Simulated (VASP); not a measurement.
Runs of VASP 6.6.1 on CdTe. The structure is cubic, space group F-43m (No. 216). Conventional cell: a = 6.522 Å, b = 6.522 Å, c = 6.522 Å, α = 90.00°, β = 90.00°, γ = 90.00°. Cd (site symmetry -43m) has 4 Te at 2.82 Å as nearest neighbours. Around Te (site symmetry -43m) lie 4 Cd at 2.82 Å. 

```csv
task,level,cell,gap on the mesh (eV),pressure (GPa),relaxed volume (Å³/atom)
relaxation of the atoms,PBE+D3(BJ),atoms relaxed,0.71,0.0,-
relaxation of the atoms,PBE,atoms relaxed from: a relaxed cell with its volume scaled by 0.96,(b),1.6,-
relaxation of the atoms,PBE,atoms relaxed from: a relaxed cell with its volume scaled by 0.98,(a),0.8,-
relaxation of the atoms,PBE+D3(BJ),atoms relaxed from: a relaxed cell with its volume scaled by 0.98,0.78,0.9,-
relaxation of the atoms,PBE+D3(BJ),atoms relaxed from: a relaxed cell with its volume scaled by 0.94,0.90,2.9,-
relaxation of the atoms,PBE+D3(BJ),atoms relaxed from: a relaxed cell with its volume scaled by 1.04,0.60,-1.4,-
relaxation of the atoms,PBE+D3(BJ),atoms relaxed from: a relaxed cell with its volume scaled by 1.02,0.65,-0.8,-
relaxation of the atoms,PBE,atoms relaxed from: a relaxed cell with its volume scaled by 1.02,0.52,-0.7,-
relaxation of the atoms,PBE,atoms relaxed,0.58,0.0,-
relaxation of cell and atoms,PBE+D3(BJ),relaxed,0.71,0.0,34.67
relaxation of cell and atoms,PBE,relaxed,0.58,0.0,36.30
```

Alike in all rows: potentials or basis VASP PAW PBE potentials, release 64 (Cd, Te); no spin polarisation; k mesh 8 × 8 × 8; cutoff (eV) 600; smearing gaussian 0.03 eV.

Problem. Estimate the missing entries.

Solution. (a) 0.64; (b) 0.70.

Caveats: spin-orbit coupling is left out, which moves the levels of the heavy elements; the relaxation stopped at its first step, so nothing moved (some runs); the volume moved by +10 % from the deposited cell, more than functionals usually miss (some runs).

A k mesh can miss the band edges, and the runs leave out spin-orbit coupling on Cd, Te.
